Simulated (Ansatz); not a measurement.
Br in several cubic structure types, each at its own equilibrium volume.

All numbers below come from Ansatz 0.2.0 development build, PBE, plane waves, PAW datasets (generated hard set).

Settings: cutoff 700 eV; no spin polarisation; Fermi–Dirac smearing of 0.0612 eV; k-meshes 14³ (diamond), 20³ (fcc).

Task: Rank the structures by energy per atom, lowest first.
A. fcc
B. diamond

Result: B (0.0 meV/atom), A (29 meV/atom).

Task: Give the equilibrium volume and bulk modulus of each.

Result: 
```csv
structure,V₀ (Å³/atom),B₀ (GPa)
diamond,43.07,15.0
fcc,26.40,28
```

Only these cubic types are compared here; the real ground state can be another structure or magnetic.

Model structures, not the usual forms at ambient conditions (metastable or hypothetical): Br (diamond type), Br (fcc type). Spin polarisation is left out, and a magnetic state may lie lower.
